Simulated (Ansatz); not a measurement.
Theory: Ansatz, DFT PBE, scalar-relativistic, plane waves, PAW. Settings: cutoff 420 eV, Γ-centred meshes spaced at most about 0.3 Å⁻¹ (2π included), Gaussian smearing. No spin polarisation in the final relaxations.

All energies are static (0 K, no zero-point motion). All come from trial cells, and lower structures may exist.

Question: Order these relaxed structures of NaH by energy, lowest first, with the energy over the lowest of them.
1.

```
Na H
1.0
     3.30831    0.00000    0.00000
    -1.65416    2.86508    0.00000
     0.00000    0.00000    3.02513
Na H
1 1
Direct
  0.33333 0.66667 0.50000
  0.66667 0.33333 0.00000
```

2.

```
Na H
1.0
     3.37675    0.00000    0.00000
    -1.68837    2.92435    0.00000
     0.00000    0.00000   11.48954
Na H
4 4
Direct
  0.66667 0.33333 0.87808
  0.33333 0.66667 0.12192
  0.33333 0.66667 0.37808
  0.66667 0.33333 0.62192
  0.00000 0.00000 0.00000
  0.00000 0.00000 0.50000
  0.66667 0.33333 0.25000
  0.33333 0.66667 0.75000
```

Answer: 2 (0 meV/atom), 1 (60 meV/atom). Forms: 2 P6_3/mmc; 1 tungsten carbide type, P-6m2. Counting H atoms around Na (those within 1.25 times the shortest such distance or 1.15 times the sum of covalent radii): cell 2 has Na 6; cell 1 has Na 6.

With hydrogen, zero-point motion can shift such differences by 10 meV/atom or more. With atoms moved at random, P6_3/mmc came back. Other cells relaxed within their symmetry can be saddle points. The part of the Crystallography Open Database at hand lists NaH in space group No. 225, which no cell shown has. Some structure types and database cells were kept out of the candidates from the start, so a known form may be missing.
